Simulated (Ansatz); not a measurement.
Theory: DFT PBE, scalar-relativistic, plane waves, PAW (Ansatz). Settings: cutoff 420 eV, Γ-centred meshes spaced at most about 0.3 Å⁻¹ (2π included), Gaussian smearing. No spin polarisation in the final relaxations.

All energies are static (0 K, no zero-point motion).

Two relaxed structures of KF:

1.

Space group P4/mmm (No. 123). a = 6.009 Å, b = 6.009 Å, c = 4.776 Å, α = 90.00°, β = 90.00°, γ = 90.00°
```
atom  site  symmetry       x       y       z
   K    1a     4/mmm  0.0000  0.0000  0.0000
   F    1b     4/mmm  0.0000  0.0000  0.5000
```

2.

Space group P-1 (No. 2). a = 3.662 Å, b = 3.665 Å, c = 12.617 Å, α = 90.49°, β = 91.25°, γ = 90.00°
| atom | site | symmetry | x | y | z |
| --- | --- | --- | --- | --- | --- |
| K | 2i | 1 | 0.0226 | 0.4984 | 0.7521 |
| F | 2i | 1 | 0.5226 | 0.9984 | 0.7523 |

Task: Which form is favoured at zero pressure, and by what margin per atom?

Result: Cell 2 is lower, by 0.31 eV/atom. Cell 1 has space group P4/mmm (No. 123), 86.2 Å³/atom and a gap of 3.70 eV on its mesh; cell 2 has space group P-1 (No. 2), 42.3 Å³/atom and a gap of 4.40 eV. Counting F atoms around K (those within 1.25 times the shortest such distance or 1.15 times the sum of covalent radii, 1.27 where that leaves under three), cell 1 has K 2 and cell 2 has K 4. Both come from invented guesses. A third cell relaxed alike, in Fm-3m, lies 155 meV/atom below the lower of the two. The part of the Crystallography Open Database at hand lists KF in space group No. 225; sharing a group (Fm-3m) doesn't make a cell the listed structure.

No dispersion correction is applied, so the spacing and binding between layers, chains or molecules are poorly described (P4/mmm, P-1), and this can change margins and order among such cells. Kohn–Sham gaps at this level usually fall short of measured ones. Cells relaxed within their symmetry can be saddle points. The P-1 cell of KF came from shaking the P4/mmm one.
